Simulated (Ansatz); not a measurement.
Si3N4, 7 atoms in the cell. The structure is cubic, space group P-43m (No. 215). Conventional cell: a = 4.131 Å, b = 4.131 Å, c = 4.131 Å, α = 90.00°, β = 90.00°, γ = 90.00°. Si (site symmetry -42m) has 4 N at 1.77 Å as nearest neighbours. N (site symmetry 3m) is surrounded by 3 Si at 1.77 Å. The cell was built by a generator and needn't be a form met in nature.

| Property | Result |
| --- | --- |
| Program | Ansatz 0.2.0 |
| Task | relaxation of cell and atoms |
| Functional | PBEsol |
| Potentials or basis | Ansatz PAW |
| Cutoff | 420 eV (not typed: the program's choice for these potentials) |
| k mesh | 7 × 7 × 7 |
| Occupations | fermi-dirac, width 0.05 eV |
| Spin | no spin polarisation |
| Target pressure (GPa) | 0 |

Potentials or basis: Ansatz PAW.

Run with:

```bash
$ ansatz run input.yaml --threads 4 --pin off --max-ram 11264MiB --backend cpu --events-out ev --progress --plain --runs-dir out
```

Hardware: 4 threads of Arm Neoverse V2 (shared host).

**Question.** How long does it take, and how much memory?

**Answer.** Run time: 6.8 s on 4 threads of Arm Neoverse V2, with other jobs on the host, peak memory 0.33 GiB. Counts: scf iterations 32, plane waves 1357, k points 20, bands 23, ion steps 7.
